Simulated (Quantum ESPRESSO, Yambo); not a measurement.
# Beyond one shot: GaN (F-43m), part 2 of 2

How far does self-consistency move the gap of GaN (F-43m)?

Quantum ESPRESSO 7.5 and Yambo 5.3.0; PBE and many-body steps on it, plane waves. Known limits of the many-body steps: not at the basis limit; no spin-orbit coupling; coarse k mesh.

So far. Step 4 (G0W0): The gap on the mesh goes from 1.75 eV to 2.56 eV, a correction of +0.81 eV. Step 5 (evGW0, cycle 1): Against G0W0 in Yambo (4×4×4 mesh, 108 bands, screening to 210.9 eV, Godby-Needs plasmon pole), the gap moves by +0.102 eV.

## 6. evGW0, cycle 2

Level of this step: evGW0 on PBE, plane waves, norm-conserving pseudopotentials (Yambo).

The corrected levels of the last cycle go back in.

gw3.in

```
HF_and_locXC
gw0
dyson
ppa
em1d
rim_cut
RandQpts= 1000000
RandGvec= 1 RL
EXXRLvcs= 104 Ry
VXCRLvcs= 416 Ry
Chimod= "HARTREE"
% BndsRnXp
 1 | 108 |
%
NGsBlkXp= 15.5 Ry
% LongDrXp
 1 | 1 | 1 |
%
% GbndRnge
 1 | 108 |
%
DysSolver= "n"
ExtendOut
PPAPntXp= 27.21138 eV
% QPkrange
 1 | 8 | 10 | 17 |
%
GfnQPdb= "E < ./gw2_fix/ndb.QP"
```

Run with:

```
$ OMP_NUM_THREADS=1 mpirun -n 8 yambo -F gw3.in -J gw3,gw1_W -C gw3 > gw3.log
```

The program printed:

```text
 Yambo, version 5.3.0

 [02] CORE Variables Setup
 =========================

  [... cell, symmetries and grids as in the set-up ...]

  [02.05] Energies & Occupations
  ==============================

  [X] === General ===
  [X] Electronic Temperature                        :  0.000000  0.000000 [eV K]
  [X] Bosonic    Temperature                        :  0.000000  0.000000 [eV K]
  [X] Finite Temperature mode                       : no
  [X] El. density                                   :  0.11360E+25 [cm-3]
[...]
Sx RL components                                 :  2741

   QP @ state[ 1 ] K range                          :   1   8
   QP @ state[ 1 ] b range                          :  10  17
   GF energies kind                                 : Perdew, Burke & Ernzerhof(X)+Perdew, Burke & Ernzerhof(C)+ E < ./gw1/ndb.QP + @E Fit+ E < ./gw2_fix/
   GF WF`s kind                                     : Perdew, Burke & Ernzerhof(X)+Perdew, Burke & Ernzerhof(C)
   Xs energies kind                                 : Perdew, Burke & Ernzerhof(X)+Perdew, Burke & Ernzerhof(C)
   Xs WF`s kind                                     : Perdew, Burke & Ernzerhof(X)+Perdew, Burke & Ernzerhof(C)

 [13] Game Over & Game summary
```

Elapsed: 2.8 min, on 8 MPI ranks of Intel Xeon Platinum 8375C at 2.90GHz (Ice Lake), shared host; peak memory 3 GiB; 22 min of CPU time.

Numbers from this step:

| Item | Value |
| --- | --- |
| quasiparticle gap on the mesh | 2.675 eV |
| gap of the density functional on the mesh | 1.753 eV |
| k of the valence top | 0, 0, 0 |
| k of the conduction bottom | 0, 0, 0 |
| least direct quasiparticle gap on the computed points | 2.675 eV |

Against the cycle before, the gap moves by +0.013 eV.

The program's own table gives 2.835 eV, which is too large where the input levels are shifted: this version takes Σc at the unshifted level E₀, yet steps from the shifted one. The value above is the Newton step from E₀, E₀ + Z(Σc + Σx − Vxc), rebuilt from the printed columns.

## 7. evGW0, cycle 3

gw4.in, as its differences from gw3.in of step 6:

```diff
@@ -27,2 +27,2 @@
 %
-GfnQPdb= "E < ./gw2_fix/ndb.QP"
+GfnQPdb= "E < ./gw3_fix/ndb.QP"
```

Run with:

```
$ OMP_NUM_THREADS=1 mpirun -n 8 yambo -F gw4.in -J gw4,gw1_W -C gw4 > gw4.log
```

The program printed:

```text
 Yambo, version 5.3.0

 [02] CORE Variables Setup
 =========================

  [... cell, symmetries and grids as in the set-up ...]

  [02.05] Energies & Occupations
  ==============================

  [X] === General ===
  [X] Electronic Temperature                        :  0.000000  0.000000 [eV K]
  [X] Bosonic    Temperature                        :  0.000000  0.000000 [eV K]
  [X] Finite Temperature mode                       : no
  [X] El. density                                   :  0.11360E+25 [cm-3]
[...]
Sx RL components                                 :  2741

   QP @ state[ 1 ] K range                          :   1   8
   QP @ state[ 1 ] b range                          :  10  17
   GF energies kind                                 : Perdew, Burke & Ernzerhof(X)+Perdew, Burke & Ernzerhof(C)+ E < ./gw1/ndb.QP + @E Fit+ E < ./gw2_fix/
   GF WF`s kind                                     : Perdew, Burke & Ernzerhof(X)+Perdew, Burke & Ernzerhof(C)
   Xs energies kind                                 : Perdew, Burke & Ernzerhof(X)+Perdew, Burke & Ernzerhof(C)
   Xs WF`s kind                                     : Perdew, Burke & Ernzerhof(X)+Perdew, Burke & Ernzerhof(C)

 [13] Game Over & Game summary
```

The job ended after 2.4 min (8 MPI ranks; peak memory 3 GiB).

Numbers from this step:

```yaml
quasiparticle_gap_on_the_mesh: 2.677 eV
gap_of_the_density_functional_on_the_mesh: 1.753 eV
k_of_the_valence_top: 0, 0, 0
k_of_the_conduction_bottom: 0, 0, 0
least_direct_quasiparticle_gap_on_the_computed_points: 2.677 eV
```

Against the cycle before, the gap moves by +0.002 eV.

The program's own table gives 2.839 eV, which is too large where the input levels are shifted: this version takes Σc at the unshifted level E₀, yet steps from the shifted one. The value above is the Newton step from E₀, E₀ + Z(Σc + Σx − Vxc), rebuilt from the printed columns.

## 8. evGW, cycle 1

This step: evGW on PBE, plane waves, norm-conserving pseudopotentials.

gw5.in, as its differences from gw4.in of step 7:

```diff
@@ -27,2 +27,3 @@
 %
-GfnQPdb= "E < ./gw3_fix/ndb.QP"
+GfnQPdb= "E < ./gw1/ndb.QP"
+XfnQPdb= "E < ./gw1/ndb.QP"
```

Run with:

```
$ OMP_NUM_THREADS=1 mpirun -n 8 yambo -F gw5.in -J gw5 -C gw5 > gw5.log
```

The program printed:

```text
 Yambo, version 5.3.0

 [02] CORE Variables Setup
 =========================

  [... cell, symmetries and grids as in the set-up ...]

  [02.05] Energies & Occupations
  ==============================

  [X] === General ===
  [X] Electronic Temperature                        :  0.000000  0.000000 [eV K]
  [X] Bosonic    Temperature                        :  0.000000  0.000000 [eV K]
  [X] Finite Temperature mode                       : no
  [X] El. density                                   :  0.11360E+25 [cm-3]
[...]
Sx RL components                                 :  2741

   QP @ state[ 1 ] K range                          :   1   8
   QP @ state[ 1 ] b range                          :  10  17
   GF energies kind                                 : Perdew, Burke & Ernzerhof(X)+Perdew, Burke & Ernzerhof(C)+ E < ./gw1/ndb.QP + @E Fit
   GF WF`s kind                                     : Perdew, Burke & Ernzerhof(X)+Perdew, Burke & Ernzerhof(C)
   Xs energies kind                                 : Perdew, Burke & Ernzerhof(X)+Perdew, Burke & Ernzerhof(C)
   Xs WF`s kind                                     : Perdew, Burke & Ernzerhof(X)+Perdew, Burke & Ernzerhof(C)

 [15] Game Over & Game summary
```

It took 3.3 min on 8 MPI ranks; peak memory 3.1 GiB; 27 min of CPU time.

This step gave:

```yaml
quasiparticle_gap_on_the_mesh: 2.852 eV
gap_of_the_density_functional_on_the_mesh: 1.753 eV
k_of_the_valence_top: 0, 0, 0
k_of_the_conduction_bottom: 0, 0, 0
least_direct_quasiparticle_gap_on_the_computed_points: 2.852 eV
```

Against G0W0 in Yambo (4×4×4 mesh, 108 bands, screening to 210.9 eV, Godby-Needs plasmon pole), the gap moves by +0.291 eV.

The program's own table gives 2.986 eV, which is too large where the input levels are shifted: this version takes Σc at the unshifted level E₀, yet steps from the shifted one. The value above is the Newton step from E₀, E₀ + Z(Σc + Σx − Vxc), rebuilt from the printed columns.

## 9. evGW, cycle 2

gw6.in, as its differences from gw5.in of step 8:

```diff
@@ -27,3 +27,3 @@
 %
-GfnQPdb= "E < ./gw1/ndb.QP"
-XfnQPdb= "E < ./gw1/ndb.QP"
+GfnQPdb= "E < ./gw5_fix/ndb.QP"
+XfnQPdb= "E < ./gw5_fix/ndb.QP"
```

Run with:

```
$ OMP_NUM_THREADS=1 mpirun -n 8 yambo -F gw6.in -J gw6 -C gw6 > gw6.log
```

The program printed:

```text
 Yambo, version 5.3.0

 [02] CORE Variables Setup
 =========================

  [... cell, symmetries and grids as in the set-up ...]

  [02.05] Energies & Occupations
  ==============================

  [X] === General ===
  [X] Electronic Temperature                        :  0.000000  0.000000 [eV K]
  [X] Bosonic    Temperature                        :  0.000000  0.000000 [eV K]
  [X] Finite Temperature mode                       : no
  [X] El. density                                   :  0.11360E+25 [cm-3]
[...]
Sx RL components                                 :  2741

   QP @ state[ 1 ] K range                          :   1   8
   QP @ state[ 1 ] b range                          :  10  17
   GF energies kind                                 : Perdew, Burke & Ernzerhof(X)+Perdew, Burke & Ernzerhof(C)+ E < ./gw1/ndb.QP + @E Fit+ E < ./gw5_fix/
   GF WF`s kind                                     : Perdew, Burke & Ernzerhof(X)+Perdew, Burke & Ernzerhof(C)
   Xs energies kind                                 : Perdew, Burke & Ernzerhof(X)+Perdew, Burke & Ernzerhof(C)
   Xs WF`s kind                                     : Perdew, Burke & Ernzerhof(X)+Perdew, Burke & Ernzerhof(C)

 [15] Game Over & Game summary
```

Run time: 3.8 min. Hardware: 8 MPI ranks; peak memory 3.1 GiB; 30 min of CPU time.

Numbers from this step:

```yaml
quasiparticle_gap_on_the_mesh: 2.944 eV
gap_of_the_density_functional_on_the_mesh: 1.753 eV
k_of_the_valence_top: 0, 0, 0
k_of_the_conduction_bottom: 0, 0, 0
least_direct_quasiparticle_gap_on_the_computed_points: 2.944 eV
```

Against the cycle before, the gap moves by +0.092 eV.

The program's own table gives 3.119 eV, which is too large where the input levels are shifted: this version takes Σc at the unshifted level E₀, yet steps from the shifted one. The value above is the Newton step from E₀, E₀ + Z(Σc + Σx − Vxc), rebuilt from the printed columns.

## 10. evGW, cycle 3

gw7.in, as its differences from gw6.in of step 9:

```diff
@@ -27,3 +27,3 @@
 %
-GfnQPdb= "E < ./gw5_fix/ndb.QP"
-XfnQPdb= "E < ./gw5_fix/ndb.QP"
+GfnQPdb= "E < ./gw6_fix/ndb.QP"
+XfnQPdb= "E < ./gw6_fix/ndb.QP"
```

Run with:

```
$ OMP_NUM_THREADS=1 mpirun -n 8 yambo -F gw7.in -J gw7 -C gw7 > gw7.log
```

The program printed:

```text
 Yambo, version 5.3.0

 [02] CORE Variables Setup
 =========================

  [... cell, symmetries and grids as in the set-up ...]

  [02.05] Energies & Occupations
  ==============================

  [X] === General ===
  [X] Electronic Temperature                        :  0.000000  0.000000 [eV K]
  [X] Bosonic    Temperature                        :  0.000000  0.000000 [eV K]
  [X] Finite Temperature mode                       : no
  [X] El. density                                   :  0.11360E+25 [cm-3]
[...]
Sx RL components                                 :  2741

   QP @ state[ 1 ] K range                          :   1   8
   QP @ state[ 1 ] b range                          :  10  17
   GF energies kind                                 : Perdew, Burke & Ernzerhof(X)+Perdew, Burke & Ernzerhof(C)+ E < ./gw1/ndb.QP + @E Fit+ E < ./gw5_fix/
   GF WF`s kind                                     : Perdew, Burke & Ernzerhof(X)+Perdew, Burke & Ernzerhof(C)
   Xs energies kind                                 : Perdew, Burke & Ernzerhof(X)+Perdew, Burke & Ernzerhof(C)
   Xs WF`s kind                                     : Perdew, Burke & Ernzerhof(X)+Perdew, Burke & Ernzerhof(C)

 [15] Game Over & Game summary
```

Wall time 3.3 min (8 MPI ranks); peak memory 3.1 GiB; 26 min of CPU time.

This step gave:

```
quasiparticle gap on the mesh                         : 2.971 eV
gap of the density functional on the mesh             : 1.753 eV
k of the valence top                                  : 0, 0, 0
k of the conduction bottom                            : 0, 0, 0
least direct quasiparticle gap on the computed points : 2.971 eV
```

Against the cycle before, the gap moves by +0.028 eV.

The program's own table gives 3.159 eV, which is too large where the input levels are shifted: this version takes Σc at the unshifted level E₀, yet steps from the shifted one. The value above is the Newton step from E₀, E₀ + Z(Σc + Σx − Vxc), rebuilt from the printed columns.

## 11. evGW, cycle 4

gw8.in, as its differences from gw7.in of step 10:

```diff
@@ -27,3 +27,3 @@
 %
-GfnQPdb= "E < ./gw6_fix/ndb.QP"
-XfnQPdb= "E < ./gw6_fix/ndb.QP"
+GfnQPdb= "E < ./gw7_fix/ndb.QP"
+XfnQPdb= "E < ./gw7_fix/ndb.QP"
```

Run with:

```
$ OMP_NUM_THREADS=1 mpirun -n 8 yambo -F gw8.in -J gw8 -C gw8 > gw8.log
```

The program printed:

```text
 Yambo, version 5.3.0

 [02] CORE Variables Setup
 =========================

  [... cell, symmetries and grids as in the set-up ...]

  [02.05] Energies & Occupations
  ==============================

  [X] === General ===
  [X] Electronic Temperature                        :  0.000000  0.000000 [eV K]
  [X] Bosonic    Temperature                        :  0.000000  0.000000 [eV K]
  [X] Finite Temperature mode                       : no
  [X] El. density                                   :  0.11360E+25 [cm-3]
[...]
Sx RL components                                 :  2741

   QP @ state[ 1 ] K range                          :   1   8
   QP @ state[ 1 ] b range                          :  10  17
   GF energies kind                                 : Perdew, Burke & Ernzerhof(X)+Perdew, Burke & Ernzerhof(C)+ E < ./gw1/ndb.QP + @E Fit+ E < ./gw5_fix/
   GF WF`s kind                                     : Perdew, Burke & Ernzerhof(X)+Perdew, Burke & Ernzerhof(C)
   Xs energies kind                                 : Perdew, Burke & Ernzerhof(X)+Perdew, Burke & Ernzerhof(C)
   Xs WF`s kind                                     : Perdew, Burke & Ernzerhof(X)+Perdew, Burke & Ernzerhof(C)

 [15] Game Over & Game summary
```

It took 2.8 min on 8 MPI ranks; peak memory 3.1 GiB; 22 min of CPU time.

This step gave:

* quasiparticle gap on the mesh: 2.980 eV
* gap of the density functional on the mesh: 1.753 eV
* k of the valence top: 0, 0, 0
* k of the conduction bottom: 0, 0, 0
* least direct quasiparticle gap on the computed points: 2.980 eV

Against the cycle before, the gap moves by +0.009 eV.

The program's own table gives 3.172 eV, which is too large where the input levels are shifted: this version takes Σc at the unshifted level E₀, yet steps from the shifted one. The value above is the Newton step from E₀, E₀ + Z(Σc + Σx − Vxc), rebuilt from the printed columns.

## 12. The runs together

Times are wall times on 8 MPI ranks of Intel Xeon Platinum 8375C at 2.90GHz (Ice Lake), shared host, good to a factor of about two.

| run | mesh | bands | screening cutoff (eV) | DFT gap (eV) | gap on the mesh (eV) | direct (eV) | time |
| --- | --- | --- | --- | --- | --- | --- | --- |
| G0W0 | 4×4×4 | 108 | 210.9 | 1.753 | 2.560 | 2.560 | 3.4 min |
| evGW0, cycle 1 | 4×4×4 | 108 | 210.9 | 1.753 | 2.662 | 2.662 | 2.9 min |
| evGW0, cycle 2 | 4×4×4 | 108 | 210.9 | 1.753 | 2.675 | 2.675 | 2.8 min |
| evGW0, cycle 3 | 4×4×4 | 108 | 210.9 | 1.753 | 2.677 | 2.677 | 2.4 min |
| evGW, cycle 1 | 4×4×4 | 108 | 210.9 | 1.753 | 2.852 | 2.852 | 3.3 min |
| evGW, cycle 2 | 4×4×4 | 108 | 210.9 | 1.753 | 2.944 | 2.944 | 3.8 min |
| evGW, cycle 3 | 4×4×4 | 108 | 210.9 | 1.753 | 2.971 | 2.971 | 3.3 min |
| evGW, cycle 4 | 4×4×4 | 108 | 210.9 | 1.753 | 2.980 | 2.980 | 2.8 min |

## 13. Results

| Quantity | Value |
| --- | --- |
| G0W0 | 2.560 eV |
| evGW0, cycle 1 | 2.662 eV |
| evGW0, cycle 2 | 2.675 eV |
| evGW0, cycle 3 | 2.677 eV |
| evGW, cycle 1 | 2.852 eV |
| evGW, cycle 2 | 2.944 eV |
| evGW, cycle 3 | 2.971 eV |
| evGW, cycle 4 | 2.980 eV |
| known limits | not at the basis limit; no spin-orbit coupling; coarse k mesh |

**Reading.** evGW0 ends at 2.68 eV, +0.12 eV from G0W0, after 3 cycles that took 8.1 min beside the first screening; the last moved the gap by 0.002 eV. evGW ends at 2.98 eV, +0.42 eV from G0W0, after 4 cycles that took 13 min beside the first screening; the last moved the gap by 0.009 eV. Against experiment, by evGW, cycle 4: the direct gap of 2.98 eV lies −0.25 eV from the measured 3.23 eV (exciton, 300 K, on 3C-SiC/Si(001), 2022). An exciton line or allowed optical edge lies below the quasiparticle gap by the binding energy; a forbidden edge can push the onset above it. These are gaps on the mesh, at modest bands and cutoff. The calculation has static nuclei and no excitons; a measured gap holds zero-point and thermal motion, which mostly lowers it. Bands and cutoff are finite, so the gap is not at the basis limit. The miss can reach some tenths of an eV and take either sign; the mesh is an error of its own. The 4×4×4 mesh is coarse for this cell, which bears on the long-range parts of exchange and screening. The many-body steps are scalar-relativistic: spin-orbit coupling is not in them.

[Paths, hosts, dates, memory and timing lines, banners, echoed tables and standing remarks are left out of the program output.]

[Logs are printed without paths, hosts, clocks, repeated set-up lines and the standing remarks that a program may print on its own settings, such as how far it seeks lower states.]

[Runs of the session that timed out or met a known fault of the program may be left out.]

[Hosts, paths, dates, database ids (printed as entryN), source tags and the programs' standing remarks are cut or masked in the printed files.]
